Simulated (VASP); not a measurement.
# GeSe (Germanium monoselenide) in VASP: a series of runs, part 2 of 2

VASP 6.6.1. The steps go on from the part before.

## (3) Relaxation of the atoms, PBE (atoms moved at random, drawn with an rms of 0.02 Å)

The input, INCAR:

```
ALGO = Normal ; EDIFF = 1E-7
EDIFFG = -0.01 ; ENCUT = 520
GGA = PE ; IBRION = 2
ISIF = 2 ; ISMEAR = 0
LASPH = True ; LCHARG = False
LREAL = False ; LWAVE = False
NELM = 100 ; NSW = 60
PREC = Accurate ; SIGMA = 0.01
```

The input, KPOINTS:

```
k-points
0
Gamma
  1 1 1
```

The input, POSCAR:

```
GeSe
1.0
    9.0000000000      0.0000000000      0.0000000000
    0.0000000000      9.0000000000      0.0000000000
    0.0000000000      0.0000000000     12.0000000000
Ge Se
1 1
Direct
    0.5029580000      0.5023380000      0.4152480000
    0.4996090000      0.5006340000      0.5926550000
```

Potentials or basis: VASP PAW PBE potentials, release 64 (Ge_d, Se).

On the command line:

```
> cat potpaw_PBE.64/Ge_d/POTCAR potpaw_PBE.64/Se/POTCAR > POTCAR
> mpirun -np 1 vasp_gam > vasp.out
```

OUTCAR:

```text
EDIFF = 1E-7
   EDIFFG = -0.01
   ENCUT = 520
   GGA = PE
   IBRION = 2
   ISIF = 2
   ISMEAR = 0
   LASPH = True
   LREAL = False
   NELM = 100
   NSW = 60
   PREC = Accurate

 ion  position               nearest neighbor table
   1  0.503  0.502  0.415-   2 2.13
   2  0.500  0.501  0.593-   1 2.13

  LATTYP: Found a simple tetragonal cell.
 ALAT       =     9.0000000000
 C/A-ratio  =     1.3333333333

  Lattice vectors:

 A1 = (   9.0000000000,   0.0000000000,   0.0000000000)
 A2 = (   0.0000000000,   9.0000000000,   0.0000000000)
 A3 = (   0.0000000000,   0.0000000000,  12.0000000000)

Analysis of symmetry for initial positions (statically):
=====================================================================
 Subroutine PRICEL returns:
 Original cell was already a primitive cell.

 Routine SETGRP: Setting up the symmetry group for a
 simple tetragonal supercell.

 Subroutine GETGRP returns: Found  1 space group operations
 (whereof  1 operations were pure point group operations)
 out of a pool of 16 trial point group operations.

The static configuration has the point symmetry C_1 .

Analysis of symmetry for dynamics (positions and initial velocities):
=====================================================================
 Subroutine PRICEL returns:
 Original cell was already a primitive cell.

 Routine SETGRP: Setting up the symmetry group for a
 simple tetragonal supercell.

 Subroutine GETGRP returns: Found  1 space group operations
 (whereof  1 operations were pure point group operations)
 out of a pool of 16 trial point group operations.

The dynamic configuration has the point symmetry C_1 .

 Subroutine INISYM returns: Found  1 space group operations
 (whereof  1 operations are pure point group operations),
 and found     1 'primitive' translations

----------------------------------------------------------------------------------------

                                     Primitive cell

  volume of cell :     972.0000

  direct lattice vectors                    reciprocal lattice vectors
[... 81 lines left out ...]
   IMIX   =      4    mixing-type and parameters
     AMIX     =   0.40;   BMIX     =  1.00
     AMIX_MAG =   1.60;   BMIX_MAG =  1.00
  volume/ion in A,a.u.               =     486.00      3279.69
  Fermi-wavevector in a.u.,A,eV,Ry     =   0.448604  0.847738  2.738107  0.201245
  Thomas-Fermi vector in A             =   1.428188
   LORBIT       =      0    0 simple, 1 ext, 2 COOP (PROOUT), +10 PAW based schemes
   GGA     = PE    functional components
   LHFCALC =     F    Hartree Fock is set to
   AEXX    =    0.0000 exact exchange contribution
   IVDW    =     0    specifies the selected vdW correction
   LEPSILON=     F    determine dielectric tensor
   LRPA    =     F    only Hartree local field effects (RPA)
 conjugate gradient relaxation of ions
 non-spin polarized calculation
 Gauss-broadening in eV      SIGMA  =   0.01
  energy-cutoff  :      520.00
  volume of cell :      972.00
 maximum number of plane-waves:     13093
 NGX is ok and might be reduce to    70
   NGX = 33   NGY = 33   NGZ = 45

--------------------------------------- Ionic step        1  -------------------------------------------

 number of electron      19.9999997 magnetization

 Free energy of the ion-electron system (eV)
  ---------------------------------------------------
  ext. energy  EPLUGINS =         0.00000000
  ---------------------------------------------------
  free energy    TOTEN  =        -7.05532967 eV

  energy without entropy =       -7.05532967  energy(sigma->0) =       -7.05532967

------------------------ aborting loop because EDIFF is reached ----------------------------------------

  FORCE on cell =-STRESS in cart. coord.  units (eV):
  Direction    XX          YY          ZZ          XY          YZ          ZX
  --------------------------------------------------------------------------------------
  -------------------------------------------------------------------------------------
  Total        0.0205223      0.0209073      1.4142327      0.0002300     -0.0102103     -0.0204251
  in kB        0.0338276      0.0344621      2.3311230      0.0003792     -0.0168299     -0.0336674
  external PRESSURE =       0.7998042 kB  Pullay stress =       0.0000000 kB
[... 59 lines left out ...]
--------------------------------------- Ionic step        3  -------------------------------------------

 number of electron      20.0000002 magnetization

 Free energy of the ion-electron system (eV)
  ---------------------------------------------------
  ext. energy  EPLUGINS =         0.00000000
  ---------------------------------------------------
  free energy    TOTEN  =        -7.06521164 eV

  energy without entropy =       -7.06521164  energy(sigma->0) =       -7.06521164

 E-fermi :  -5.9746     XC(G=0):  -1.2681

 val. band max:       -6.1000166994   @ k =   0.0000   0.0000   0.0000
 cond. band min:      -2.7649978710   @ k =   0.0000   0.0000   0.0000
 fundamental gap:      3.3350188284
 Fermi energy:        -5.9746027631

 k-point     1 :       0.0000    0.0000    0.0000
  band No.  band energies     occupation
      1     -29.0801      2.00000
      2     -29.0801      2.00000
      3     -28.9387      2.00000
      4     -28.9218      2.00000
      5     -28.9218      2.00000
      6     -16.9964      2.00000
      7     -11.3234      2.00000
      8      -6.2227      2.00000
      9      -6.1000      2.00000
     10      -6.1000      2.00000
     11      -2.7650      0.00000
     12      -2.7650      0.00000
     13      -0.3313      0.00000
     14       0.0109      0.00000
[... 27 lines left out ...]
  FREE ENERGIE OF THE ION-ELECTRON SYSTEM (eV)
  ---------------------------------------------------
  free  energy   TOTEN  =        -7.0652116401 eV

  energy  without entropy=       -7.0652116401  energy(sigma->0) =       -7.06521164

 reached required accuracy - stopping structural energy minimisation
```

Run time: 1.9 min. Hardware: 1 thread of Intel Xeon Platinum 8488C (Sapphire Rapids), shared host; peak memory 0.87 GiB.

What came out:

* Free energy: -7.0652 eV
* Energy gained by relaxing: 4.9 meV/atom
* Ionic steps: 3
* Gap between the frontier levels: 3.33 eV

Step by step:
| step | energy change (eV) | largest force (eV/Å) | pressure (GPa) |
| --- | --- | --- | --- |
| 1 | 0.0000 | 0.6764 | 0.08 |
| 2 | 0.0028 | 0.6975 | -0.08 |
| 3 | -0.0099 | 0.0015 | 0.00 |

Final structure:
```cif
data_structure
_symmetry_space_group_name_H-M 'P 1'
_symmetry_Int_Tables_number 1
_cell_length_a 9.0000
_cell_length_b 9.0000
_cell_length_c 12.0000
_cell_angle_alpha 90.000
_cell_angle_beta 90.000
_cell_angle_gamma 90.000
_cell_volume 972.00
loop_
_atom_site_label
_atom_site_type_symbol
_atom_site_fract_x
_atom_site_fract_y
_atom_site_fract_z
_atom_site_occupancy
Ge1 Ge 0.50298 0.50235 0.41400 1
Se1 Se 0.49959 0.50062 0.59390 1
```

## (4) Atomic charges, PBE+TS

The input, INCAR:

```
SYSTEM = GeSe
ALGO     = Normal         ! electronic algorithm
EDIFF    = 1E-6           ! SCF threshold, eV
ENCUT    = 520            ! plane-wave cutoff, eV
GGA      = PE             ! functional
ISIF     = 2              ! what is computed and relaxed
ISMEAR   = 0              ! smearing method
IVDW     = 2              ! dispersion correction
LASPH    = .TRUE.         ! aspherical terms in the spheres
LCHARG   = .FALSE.        ! write CHGCAR
LORBIT   = 11             ! projections on sites
LREAL    = .FALSE.        ! projectors in reciprocal space
LWAVE    = .FALSE.        ! write WAVECAR
NELM     = 80             ! most SCF steps
PREC     = Accurate       ! precision mode
SIGMA    = 0.01           ! smearing width, eV
```

The input, KPOINTS:

```
k-points
0
G
  1 1 1
  0 0 0
```

The input, POSCAR:

```
GeSe
1.0
    9.0000000000      0.0000000000      0.0000000000
    0.0000000000      9.0000000000      0.0000000000
    0.0000000000      0.0000000000     12.0000000000
Ge Se
1 1
Direct
    0.5014444400      0.5023333300      0.4138904600
    0.5014444400      0.5023333300      0.5917762100
```

Potentials or basis: VASP PAW PBE potentials, release 64 (Ge_d, Se).

On the command line:

```
> cat potpaw_PBE.64/Ge_d/POTCAR potpaw_PBE.64/Se/POTCAR > POTCAR
> mpirun -np 1 vasp_gam > vasp.out
```

OUTCAR:

```text
SYSTEM = GeSe
   EDIFF = 1E-6
   ENCUT = 520
   GGA = PE
   ISIF = 2
   ISMEAR = 0
   IVDW = 2
   LASPH = .TRUE.
   LORBIT = 11
   LREAL = .FALSE.
   NELM = 80
   PREC = Accurate
  IVDW =   2

 ion  position               nearest neighbor table
   1  0.501  0.502  0.414-   2 2.13
   2  0.501  0.502  0.592-   1 2.13

  LATTYP: Found a simple tetragonal cell.
 ALAT       =     9.0000000000
 C/A-ratio  =     1.3333333333

  Lattice vectors:

[... 199 lines left out ...]
  -------------------------------------------------------------------------------------
  Total       0.01510     0.01510     1.13917     0.00000     0.00000     0.00000
  in kB       0.02489     0.02489     1.87774     0.00000     0.00000     0.00000
  external pressure =        0.64 kB  Pullay stress =        0.00 kB

 VOLUME and BASIS-vectors are now :
 -----------------------------------------------------------------------------
  energy-cutoff  :      520.00
  volume of cell :      972.00
      direct lattice vectors                 reciprocal lattice vectors
     9.000000000  0.000000000  0.000000000     0.111111111  0.000000000  0.000000000
     0.000000000  9.000000000  0.000000000     0.000000000  0.111111111  0.000000000
     0.000000000  0.000000000 12.000000000     0.000000000  0.000000000  0.083333333

 POSITION                                       TOTAL-FORCE (eV/Angst)
 -----------------------------------------------------------------------------------
      4.51300      4.52100      4.96669         0.000000      0.000000     -0.545609
      4.51300      4.52100      7.10131         0.000000     -0.000000      0.545609
 -----------------------------------------------------------------------------------
    total drift:                               -0.000154     -0.000130     -0.000269

  FREE ENERGIE OF THE ION-ELECTRON SYSTEM (eV)
  ---------------------------------------------------
  free  energy   TOTEN  =        -7.0616344576 eV

  energy  without entropy=       -7.0616344576  energy(sigma->0) =       -7.06163446

 total charge

# of ion       s       p       d       tot
------------------------------------------
    1        1.290   0.929  10.020  12.239
    2        1.480   2.330   0.028   3.838
--------------------------------------------------
tot          2.770   3.259  10.048  16.077
```

It took 49 s on 1 thread of Intel Xeon Platinum 8488C (Sapphire Rapids), shared host; peak memory 0.76 GiB.

Results:

| Property | Result |
| --- | --- |
| Free energy | -7.0616 eV |
| Largest force | 0.546 eV/Å |
| Gap between the frontier levels | 3.44 eV |
| Valence electrons inside the program's atomic spheres | Ge 12.24; Se 3.84 |
| Hirshfeld charges | Ge +0.18; Se -0.18 e |
| Dispersion energy per atom | -0.001 eV |

Forces in eV/Å, atoms in the order of the input:
```
Ge   0.000  0.000 -0.546
Se   0.000  0.000  0.546
```

Levels at points of the mesh, in eV from the valence-band top:
| k point | band 8 | band 9 | band 10 | band 11 | band 12 | band 13 |
| --- | --- | --- | --- | --- | --- | --- |
| (0.00, 0.00, 0.00) | -0.06 | 0.00 | 0.00 | 3.44 | 3.44 | 5.83 |

## (5) Overview

```csv
task,level,cell,gap on the mesh (eV),largest force (eV/Å)
single point,PBE,"atoms moved at random, drawn with an rms of 0.05 Å",3.38,0.22
relaxation of the atoms,PBE,"atoms relaxed from: atoms moved at random, drawn with an rms of 0.02 Å",3.33,-
atomic charges,PBE+TS,as given,3.44,0.55
```

Alike in all rows: potentials or basis VASP PAW PBE potentials, release 64 (Ge_d, Se); no spin polarisation; k mesh 1 × 1 × 1; cutoff (eV) 520; smearing gaussian 0.01 eV.

Absolute energies hang on the potentials; compare differences alone.
